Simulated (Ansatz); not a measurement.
A calculation with Ansatz 0.2.0 of ZrB2 (ASE script, Cartesian positions):

File run.py:

```python
import json

import numpy as np

import ansatz as az

calculation = (
    az.Crystal.from_extxyz("ZrB2.xyz")
    .calculation()
    .kpoints(6, 6, 5)
    .functional("hiss")
    .pseudopotentials(kind="paw", partial_waves="polarizable")
    .occupations(method="cold", width=0.025)
    .exact_exchange(singularity="none")
    .density()
    .potential()
    .output_files(volumetric_format="npy")
    .electron_localization_function()
    .forces()
    .stress()
    .band_table(publish=True)
)
outcome = calculation.run(threads=2, events_out="events.jsonl")

report = outcome.report
for line in open("events.jsonl"):
    event = json.loads(line)
    if event["event"] == "scf_iter":
        d = event["data"]
        print(f"SCF {d['iter']:3d}  HF = {d['harris_foulkes_ev']:.6f} eV  dr2 = {d['dr2_ev']:.2e} eV")
    elif event["event"] in ("relax_step", "md_step"):
        d = event["data"]
        print(f"{event['event']} {d['step']:3d}  E = {d['lagrangian_ev']:.6f} eV")
np.set_printoptions(precision=5, suppress=True, linewidth=110)
print("converged:", report["converged"], "after", report["n_iterations"], "iterations")
print(f"free energy {report['free_energy_ev']:.6f} eV, Fermi level {report['fermi_energy_ev']:.4f} eV")
for key in ("band_edges_ev", "magnetization_mub", "site_moments_mub", "site_moments_nc_mub", "forces_ev_ang",
                "stress_gpa"):
    if report.get(key) is not None:
        print(key, np.array(report[key]), sep="\n")
```

Contents of ZrB2.xyz:

```xyz
3
Lattice="3.1700000000 0.0000000000 0.0000000000 -1.5850000000 2.7453005300 0.0000000000 0.0000000000 0.0000000000 3.5330000000" Properties=species:S:1:pos:R:3 pbc="T T T"
Zr     0.0000000000      0.0000000000      0.0000000000
B      1.5850000002      0.9151001766      1.7665000000
B     -0.0000000002      1.8302003534      1.7665000000
```

Potentials or basis: Ansatz PAW polarizable.

Launch:

```bash
$ python run.py
```

Write the same calculation in another form: native input, structure typed inline.

As run:

File input.yaml:

```yaml
crystal:
  lattice:
    - [3.17, 0.0, 0.0]
    - [-1.585, 2.74530053, 0.0]
    - [0.0, 0.0, 3.533]
  atoms:
    - { symbol: Zr, position: [0.0, 0.0, 0.0] }
    - { symbol: B, position: [0.6666666667, 0.3333333333, 0.5] }
    - { symbol: B, position: [0.3333333333, 0.6666666667, 0.5] }
hamiltonian:
  xc: hiss
  pseudopotentials: { kind: paw, partial_waves: polarizable }
kpoints:
  mp_grid: { grid: [6, 6, 5] }
scf:
  occupations: { method: cold, width: 0.025 }
  exx: { singularity: none }
output:
  forces: true
  stress: true
  eigenvalues: true
  write_density: true
  write_potential: true
  elf: true
  volumetric_format: npy
```

Potentials or basis: Ansatz PAW polarizable.

Command:

```console
$ ansatz run input.yaml --threads 2 --pin off --max-ram 5120MiB --backend cpu --events-out ev --progress --plain --runs-dir out
```

Both were run:

|  | ASE script, Cartesian positions | native input, structure typed inline |
| --- | --- | --- |
| Pressure | -3.8 GPa | -3.8 GPa |
| Band gap on the k mesh | none (metal or under the smearing width) | none (metal or under the smearing width) |

Keys that steer only the numerical path or the files written may differ.

Caveat: the k mesh is coarse (spacing up to 0.38 Å⁻¹), so the values aren't converged, least of all with exact exchange; the PAW data sets come from PBE, with cores solved anew for the run's functional, which leaves a small shift of forces and pressure; the thresholds are loose for stress.
